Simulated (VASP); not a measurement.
# CaO (Lime) (Fm-3m): heat capacity and expansion from phonons, part 2 of 3

Wanted: volume, bulk modulus and heat capacity of CaO (Lime) against temperature. The start is a cell from a database of measured crystal structures.

VASP 6.6.1; PBEsol; plane waves and PAW (Ca_sv, O).

So far. Step 9 (Force constants in the supercell, volume scale 1.04): The vibrational free energy is 25.5 meV/atom at 280 K.

**10. Static energy at fixed volume, volume scale 0.98**

System of this step: CaO (Lime). It takes space group Fm-3m (No. 225, cubic). Conventional cell: a = 4.744 Å, b = 4.744 Å, c = 4.744 Å, α = 90.00°, β = 90.00°, γ = 90.00°. Nearest to Ca lie 6 O at 2.37 Å. Nearest to O lie 6 Ca at 2.37 Å. Farther neighbours and most contacts between anions are not listed.

Contents of INCAR:

```
SYSTEM = CaO
PREC = Accurate
ENCUT = 520
EDIFF = 1E-08
NELM = 100
ISMEAR = 0
SIGMA = 0.05
LREAL = .FALSE.
ALGO = Normal
GGA = PS
NBANDS = 14
LORBIT = 11
LWAVE = .FALSE.
LCHARG = .FALSE.
KPAR = 12
IBRION = 2
NSW = 30
ISIF = 4
EDIFFG = -0.002
```

Contents of POSCAR:

```
CaO
1.0
    0.0000000000      2.3720317249      2.3720317249
    2.3720317249      0.0000000000      2.3720317249
    2.3720317249      2.3720317249      0.0000000000
Ca O
1 1
Direct
    0.0000000000      0.0000000000      0.0000000000
    0.5000000000      0.5000000000      0.5000000000
```

Contents of KPOINTS:

```
Automatic mesh
0
Gamma
12 12 12
0 0 0
```

Potentials, in the order of the species: Ca_sv and O (PBE family, release 64).

Launch:

```bash
$ mpirun -np 12 vasp_std
```

Wall time 6.4 s (12 MPI ranks of Intel Xeon Platinum 8259CL at 2.50GHz (Skylake/Cascade Lake), shared host); peak memory 2.1 GiB.

Little changed from the start: no atom moved by 0.005 Å and no cell edge by 0.1 %.

**11. Force constants in the supercell, volume scale 0.98**

System of this step: CaO (Lime). The cell holds 54 atoms: 27 Ca and 27 O. Cell: a = 10.064 Å, b = 10.064 Å, c = 10.064 Å, α = 60.0°, β = 60.0°, γ = 60.0°. It derives from CaO (Lime), repeated 3×3×3.

Contents of INCAR:

```
SYSTEM = CaO
PREC = Accurate
ENCUT = 520
EDIFF = 1E-07
NELM = 100
ISMEAR = 0
SIGMA = 0.05
LREAL = .FALSE.
ALGO = Normal
GGA = PS
NBANDS = 264
LWAVE = .FALSE.
LCHARG = .FALSE.
KPAR = 4
IBRION = 6
NSW = 1
NFREE = 2
POTIM = 0.015
ISIF = 0
ADDGRID = .TRUE.
```

Contents of POSCAR:

```
CaO
1.0
    0.0000000000      7.1160951747      7.1160951747
    7.1160951747      0.0000000000      7.1160951747
    7.1160951747      7.1160951747      0.0000000000
Ca O
27 27
Direct
    0.0000000000      0.0000000000      0.0000000000
    0.0000000000      0.0000000000      0.3333333333
    0.0000000000      0.0000000000      0.6666666667
    0.0000000000      0.3333333333      0.0000000000
    0.0000000000      0.3333333333      0.3333333333
    0.0000000000      0.3333333333      0.6666666667
    0.0000000000      0.6666666667      0.0000000000
    0.0000000000      0.6666666667      0.3333333333
    0.0000000000      0.6666666667      0.6666666667
    0.3333333333      0.0000000000      0.0000000000
    0.3333333333      0.0000000000      0.3333333333
    0.3333333333      0.0000000000      0.6666666667
    0.3333333333      0.3333333333      0.0000000000
    0.3333333333      0.3333333333      0.3333333333
    0.3333333333      0.3333333333      0.6666666667
    0.3333333333      0.6666666667      0.0000000000
    0.3333333333      0.6666666667      0.3333333333
    0.3333333333      0.6666666667      0.6666666667
    0.6666666667      0.0000000000      0.0000000000
    0.6666666667      0.0000000000      0.3333333333
    0.6666666667      0.0000000000      0.6666666667
    0.6666666667      0.3333333333      0.0000000000
    0.6666666667      0.3333333333      0.3333333333
    0.6666666667      0.3333333333      0.6666666667
    0.6666666667      0.6666666667      0.0000000000
    0.6666666667      0.6666666667      0.3333333333
    0.6666666667      0.6666666667      0.6666666667
    0.1666666667      0.1666666667      0.1666666667
    0.1666666667      0.1666666667      0.5000000000
    0.1666666667      0.1666666667      0.8333333333
    0.1666666667      0.5000000000      0.1666666667
    0.1666666667      0.5000000000      0.5000000000
    0.1666666667      0.5000000000      0.8333333333
    0.1666666667      0.8333333333      0.1666666667
    0.1666666667      0.8333333333      0.5000000000
    0.1666666667      0.8333333333      0.8333333333
    0.5000000000      0.1666666667      0.1666666667
    0.5000000000      0.1666666667      0.5000000000
    0.5000000000      0.1666666667      0.8333333333
    0.5000000000      0.5000000000      0.1666666667
    0.5000000000      0.5000000000      0.5000000000
    0.5000000000      0.5000000000      0.8333333333
    0.5000000000      0.8333333333      0.1666666667
    0.5000000000      0.8333333333      0.5000000000
    0.5000000000      0.8333333333      0.8333333333
    0.8333333333      0.1666666667      0.1666666667
    0.8333333333      0.1666666667      0.5000000000
    0.8333333333      0.1666666667      0.8333333333
    0.8333333333      0.5000000000      0.1666666667
    0.8333333333      0.5000000000      0.5000000000
    0.8333333333      0.5000000000      0.8333333333
    0.8333333333      0.8333333333      0.1666666667
    0.8333333333      0.8333333333      0.5000000000
    0.8333333333      0.8333333333      0.8333333333
```

Contents of KPOINTS:

```
Automatic mesh
0
Gamma
2 2 2
0 0 0
```

Launch:

```bash
$ mpirun -np 12 vasp_std
```

The job ended after 23 min (12 MPI ranks; peak memory 14 GiB; 4.4 h of CPU time).

Vibrational free energy against temperature:

temperature (K), vibrational free energy (meV/atom) and a bar from the least value:
```
        0         55 ##############################
       40         55 ##############################
       80         55 ##############################
      120         53 ##############################
      160         51 ##############################
      200         46 #############################
      240         41 #############################
      280         34 ############################
      320         25 ############################
      360         16 ###########################
      400          6 ##########################
      440         -6 ##########################
      480        -18 #########################
      520        -31 ########################
      560        -44 #######################
      600        -59 ######################
      640        -74 #####################
      680        -90 ####################
      720       -106 ##################
      760       -123 #################
      800       -140 ################
      840       -158 ###############
      880       -176 #############
      920       -195 ############
      960       -214 ###########
     1000       -234 #########
     1040       -254 ########
     1080       -274 ######
     1120       -295 #####
     1160       -316 ###
     1200       -338 ##
     1240       -360
```

The vibrational free energy is 33.6 meV/atom at 280 K.

**12. Static energy at fixed volume, volume scale 1.06**

System of this step: CaO (Lime). It takes space group Fm-3m (No. 225, cubic). The conventional cell has a = 4.870 Å, b = 4.870 Å, c = 4.870 Å, α = 90.00°, β = 90.00°, γ = 90.00°. Nearest to Ca lie 6 O at 2.43 Å. Nearest to O lie 6 Ca at 2.43 Å. Farther neighbours and most contacts between anions are not listed.

Contents of INCAR:

```
SYSTEM = CaO
PREC = Accurate
ENCUT = 520
EDIFF = 1E-08
NELM = 100
ISMEAR = 0
SIGMA = 0.05
LREAL = .FALSE.
ALGO = Normal
GGA = PS
NBANDS = 14
LORBIT = 11
LWAVE = .FALSE.
LCHARG = .FALSE.
KPAR = 12
IBRION = 2
NSW = 30
ISIF = 4
EDIFFG = -0.002
```

Contents of POSCAR:

```
CaO
1.0
    0.0000000000      2.4348960385      2.4348960385
    2.4348960385      0.0000000000      2.4348960385
    2.4348960385      2.4348960385      0.0000000000
Ca O
1 1
Direct
    0.0000000000      0.0000000000      0.0000000000
    0.5000000000      0.5000000000      0.5000000000
```

Contents of KPOINTS:

```
Automatic mesh
0
Gamma
12 12 12
0 0 0
```

Launch:

```bash
$ mpirun -np 12 vasp_std
```

Elapsed: 9 s, on 12 MPI ranks; peak memory 2.1 GiB.

**13. Force constants in the supercell, volume scale 1.06**

System of this step: CaO (Lime). The cell holds 54 atoms: 27 Ca and 27 O. Cell: a = 10.330 Å, b = 10.330 Å, c = 10.330 Å, α = 60.0°, β = 60.0°, γ = 60.0°. It derives from CaO (Lime), repeated 3×3×3.

Contents of INCAR:

```
SYSTEM = CaO
PREC = Accurate
ENCUT = 520
EDIFF = 1E-07
NELM = 100
ISMEAR = 0
SIGMA = 0.05
LREAL = .FALSE.
ALGO = Normal
GGA = PS
NBANDS = 264
LWAVE = .FALSE.
LCHARG = .FALSE.
KPAR = 4
IBRION = 6
NSW = 1
NFREE = 2
POTIM = 0.015
ISIF = 0
ADDGRID = .TRUE.
```

Contents of POSCAR:

```
CaO
1.0
    0.0000000000      7.3046881155      7.3046881155
    7.3046881155      0.0000000000      7.3046881155
    7.3046881155      7.3046881155      0.0000000000
Ca O
27 27
Direct
    0.0000000000      0.0000000000      0.0000000000
    0.0000000000      0.0000000000      0.3333333333
    0.0000000000      0.0000000000      0.6666666667
    0.0000000000      0.3333333333      0.0000000000
    0.0000000000      0.3333333333      0.3333333333
    0.0000000000      0.3333333333      0.6666666667
    0.0000000000      0.6666666667      0.0000000000
    0.0000000000      0.6666666667      0.3333333333
    0.0000000000      0.6666666667      0.6666666667
    0.3333333333      0.0000000000      0.0000000000
    0.3333333333      0.0000000000      0.3333333333
    0.3333333333      0.0000000000      0.6666666667
    0.3333333333      0.3333333333      0.0000000000
    0.3333333333      0.3333333333      0.3333333333
    0.3333333333      0.3333333333      0.6666666667
    0.3333333333      0.6666666667      0.0000000000
    0.3333333333      0.6666666667      0.3333333333
    0.3333333333      0.6666666667      0.6666666667
    0.6666666667      0.0000000000      0.0000000000
    0.6666666667      0.0000000000      0.3333333333
    0.6666666667      0.0000000000      0.6666666667
    0.6666666667      0.3333333333      0.0000000000
    0.6666666667      0.3333333333      0.3333333333
    0.6666666667      0.3333333333      0.6666666667
    0.6666666667      0.6666666667      0.0000000000
    0.6666666667      0.6666666667      0.3333333333
    0.6666666667      0.6666666667      0.6666666667
    0.1666666667      0.1666666667      0.1666666667
    0.1666666667      0.1666666667      0.5000000000
    0.1666666667      0.1666666667      0.8333333333
    0.1666666667      0.5000000000      0.1666666667
    0.1666666667      0.5000000000      0.5000000000
    0.1666666667      0.5000000000      0.8333333333
    0.1666666667      0.8333333333      0.1666666667
    0.1666666667      0.8333333333      0.5000000000
    0.1666666667      0.8333333333      0.8333333333
    0.5000000000      0.1666666667      0.1666666667
    0.5000000000      0.1666666667      0.5000000000
    0.5000000000      0.1666666667      0.8333333333
    0.5000000000      0.5000000000      0.1666666667
    0.5000000000      0.5000000000      0.5000000000
    0.5000000000      0.5000000000      0.8333333333
    0.5000000000      0.8333333333      0.1666666667
    0.5000000000      0.8333333333      0.5000000000
    0.5000000000      0.8333333333      0.8333333333
    0.8333333333      0.1666666667      0.1666666667
    0.8333333333      0.1666666667      0.5000000000
    0.8333333333      0.1666666667      0.8333333333
    0.8333333333      0.5000000000      0.1666666667
    0.8333333333      0.5000000000      0.5000000000
    0.8333333333      0.5000000000      0.8333333333
    0.8333333333      0.8333333333      0.1666666667
    0.8333333333      0.8333333333      0.5000000000
    0.8333333333      0.8333333333      0.8333333333
```

Contents of KPOINTS:

```
Automatic mesh
0
Gamma
2 2 2
0 0 0
```

Launch:

```bash
$ mpirun -np 12 vasp_std
```

Wall time 28 min (12 MPI ranks); peak memory 14 GiB.

Vibrational free energy against temperature:

temperature (K), vibrational free energy (meV/atom) and a bar from the least value:
```
        0         49 ##############################
       40         49 ##############################
       80         48 ##############################
      120         46 ##############################
      160         43 ##############################
      200         37 #############################
      240         31 #############################
      280         23 ############################
      320         13 ############################
      360          3 ###########################
      400         -9 ##########################
      440        -21 #########################
      480        -35 ########################
      520        -49 ########################
      560        -64 #######################
      600        -80 #####################
      640        -96 ####################
      680       -113 ###################
      720       -130 ##################
      760       -149 #################
      800       -167 ################
      840       -186 ##############
      880       -206 #############
      920       -226 ############
      960       -247 ##########
     1000       -268 #########
     1040       -289 ########
     1080       -311 ######
     1120       -333 #####
     1160       -355 ###
     1200       -378 ##
     1240       -402
```

The vibrational free energy is 22.7 meV/atom at 280 K.

**14. Static energy at fixed volume, volume scale 1.08**

System of this step: CaO (Lime). It takes space group Fm-3m (No. 225, cubic). The conventional cell has a = 4.900 Å, b = 4.900 Å, c = 4.900 Å, α = 90.00°, β = 90.00°, γ = 90.00°. Nearest to Ca lie 6 O at 2.45 Å. Nearest to O lie 6 Ca at 2.45 Å. Farther neighbours and most contacts between anions are not listed.

Contents of INCAR:

```
SYSTEM = CaO
PREC = Accurate
ENCUT = 520
EDIFF = 1E-08
NELM = 100
ISMEAR = 0
SIGMA = 0.05
LREAL = .FALSE.
ALGO = Normal
GGA = PS
NBANDS = 14
LORBIT = 11
LWAVE = .FALSE.
LCHARG = .FALSE.
KPAR = 12
IBRION = 2
NSW = 30
ISIF = 4
EDIFFG = -0.002
```

Contents of POSCAR:

```
CaO
1.0
    0.0000000000      2.4501145338      2.4501145338
    2.4501145338      0.0000000000      2.4501145338
    2.4501145338      2.4501145338      0.0000000000
Ca O
1 1
Direct
    0.0000000000      0.0000000000      0.0000000000
    0.5000000000      0.5000000000      0.5000000000
```

Contents of KPOINTS:

```
Automatic mesh
0
Gamma
12 12 12
0 0 0
```

Launch:

```bash
$ mpirun -np 12 vasp_std
```

Wall time 7.4 s (12 MPI ranks); peak memory 2.1 GiB.

**15. Side by side**

Times are for 12 MPI ranks of Intel Xeon Platinum 8259CL at 2.50GHz (Skylake/Cascade Lake), shared host. The runs compared:

```tsv
no.	volume scale	energy at zero smearing (eV)	pressure (GPa)	time	memory (GiB)
1	0.98	-13.41	2.436	6.4 s	2.1
2	1	-13.41	-0.005179	6.4 s	2.1
3	1.02	-13.41	-2.196	9.2 s	2.1
4	1.04	-13.40	-4.163	8 s	2.1
5	1.06	-13.38	-5.930	9 s	2.1
6	1.08	-13.36	-7.516	7.4 s	2.1
```

(Continued in part 3 of 3.)

[Lines on the potential files, build, host, timing and source positions are cut from VASP's logs without a mark.]

[Logs are printed without paths, hosts, clocks, repeated set-up lines and the standing remarks that a program may print on its own settings, such as how far it seeks lower states.]

[Hosts, paths, dates, database ids (printed as entryN), source tags and the programs' standing remarks are cut or masked in the printed files.]

[In band tables of VASP the shares of atoms and orbitals are scaled to a sum of 1 inside the atoms' spheres.]
